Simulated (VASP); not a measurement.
A run of VASP 6.6.1 is set up as follows.

INCAR

```
SYSTEM = CdO
PREC = Accurate ; ENCUT = 900
EDIFF = 1E-7 ; ISMEAR = 0
SIGMA = 0.02 ; LREAL = .FALSE.
LASPH = .TRUE. ; NELM = 100
ALGO = Normal ; ISIF = 3
LWAVE = .FALSE. ; LCHARG = .FALSE.
GGA = PE ; IBRION = 2
NSW = 80 ; EDIFFG = -0.002
```

KPOINTS

```
regular mesh
0
G
  12 12 12
  0 0 0
```

File POSCAR:

```
CdO
1.0
    0.0000000000      2.3495000000      2.3495000000
    2.3495000000      0.0000000000      2.3495000000
    2.3495000000      2.3495000000      0.0000000000
Cd O
1 1
Direct
    0.0000000000      0.0000000000      0.0000000000
    0.5000000000      0.5000000000      0.5000000000
```

Potentials or basis: VASP PAW PBE potentials, release 64 (Cd, O_h).

Run with:

```sh
$ cat potpaw_PBE.64/Cd/POTCAR potpaw_PBE.64/O_h/POTCAR > POTCAR
$ mpirun -np 1 vasp_std > vasp.out
```

Question: Estimate the space group after relaxing (to 0.05 Å).

Answer: Fm-3m (No. 225).

Question: Predict the relaxed volume.

Answer: 13.61 Å³/atom.

Final structure:
```
CELL_PARAMETERS angstrom
0.00000 2.38749 2.38749
2.38749 0.00000 2.38749
2.38749 2.38749 0.00000
ATOMIC_POSITIONS crystal
Cd 0.00000 0.00000 0.00000
O 0.50000 0.50000 0.50000
```

Caveat: the cutoff is under 1.25 times the usual one of these potentials, so pressure, stress and relaxed cells hold a basis-set (Pulay) error. Zero-point motion and thermal expansion aren't in these numbers.
